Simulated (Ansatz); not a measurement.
## An elastic constant from a strain scan in Ru

The calculation used DFT PBEsol, scalar-relativistic, plane waves, PAW in Ansatz. Settings: plane waves to 420 eV, k-mesh 24×24×14 (Γ-centred), Gaussian smearing 0.15 eV. No spin polarisation. Energies are free energies at this smearing, counted from the undisturbed cell; pressure is positive in compression.

The undisturbed cell (relaxed at this level; with this scan's settings it stands at 0.1 GPa):

```yaml
crystal:
  lattice:
    - [2.68952, 0.00000, 0.00000]
    - [-1.34476, 2.32920, 0.00000]
    - [0.00000, 0.00000, 4.25192]
  atoms:
    - { symbol: Ru, position: [0.33333, 0.66667, 0.25000] }
    - { symbol: Ru, position: [0.66667, 0.33333, 0.75000] }
```

The cell is strained by ε times the Voigt pattern (0, 0, 1, 0, 0, 0) (xx, yy, zz, yz, xz, xy; engineering shear) with fractional coordinates fixed. The cell holds 2 atoms in V0 = 26.64 Å³. The stress column is τ = (1/V0) dE/dε, got from the stress tensor σ (compression positive) at each point as −det(1 + εP) σ : P(1 + εP)⁻¹, with P the pattern as a tensor.

| ε | ΔE (meV/atom) | τ (GPa) |
| --- | --- | --- |
| -0.0600 | 119.404 | -52.010 |
| -0.0450 | 64.173 | -36.822 |
| -0.0300 | 27.007 | -23.024 |
| -0.0150 | 6.184 | -10.608 |
| 0.0000 | 0.000 | 0.471 |
| 0.0150 | 6.850 | 10.322 |
| 0.0300 | 25.292 | 19.085 |
| 0.0450 | 54.026 | 26.841 |
| 0.0525 | 71.869 | 30.361 |
| 0.0600 | ? | ? |

Question: Which combination of elastic constants does this scan measure, and how large is it?

Answer: For small ε, τ = τ0 + Kε with K = pᵀCp, which for this pattern is C33 in the Cartesian frame shown. The parabola through τ at ε = -0.0150, 0 and 0.0150 has slope K = 698 GPa at zero. The energies per cell, E = NΔE, of the same two points give K = 2[E(ε₊)/ε₊ − E(ε₋)/ε₋]/[(ε₊ − ε₋)V0] = 697 GPa, in agreement.

Question: Predict the withheld row at ε = 0.0600 from the harmonic law, and compare.

Answer: ΔE = V0(τ0 ε + Kε²/2)/N = 106.737 meV/atom and τ = 42.33 GPa. The calculation gives 91.836 meV/atom and 33.65 GPa: the energy lies 14 % below the harmonic value, as bonds soften when stretched.

In a metal these slopes depend on the k mesh and the smearing.